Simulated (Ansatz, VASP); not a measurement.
# Si: VASP beside Ansatz

```
Si
1.0
     0.00000    2.66655    2.66655
     2.66655    0.00000    2.66655
     2.66655    2.66655    0.00000
Si
2
Direct
  0.00000 0.00000 0.00000
  0.25000 0.25000 0.25000
```

Alike in both runs: task single point; functional r2SCAN; k mesh 6 × 6 × 6; no spin polarisation.

|  | VASP | Ansatz |
| --- | --- | --- |
| version | VASP 6.6.1 | Ansatz 0.2.0 |
| potentials or method | VASP PAW PBE potentials, release 64 (Si) | plane waves, PAW |
| plane-wave cutoff (eV) | 520 | 500 |
| occupations | gaussian, width 0.01 eV | fixed |
| valence electrons in the cell | 8 | 8 |

```tsv
	VASP	Ansatz	Ansatz less VASP
gap on the k mesh at the Fermi level (eV)	0.81	0.79	-0.017
pressure (GPa)	6.7	6.9	+0.27
```

Caveats: the PAW data sets were made with another functional, which shifts forces and pressure a little (VASP). A k mesh can miss the band edges. r2SCAN opens gaps a little over a GGA but as a rule still falls short of measured ones.
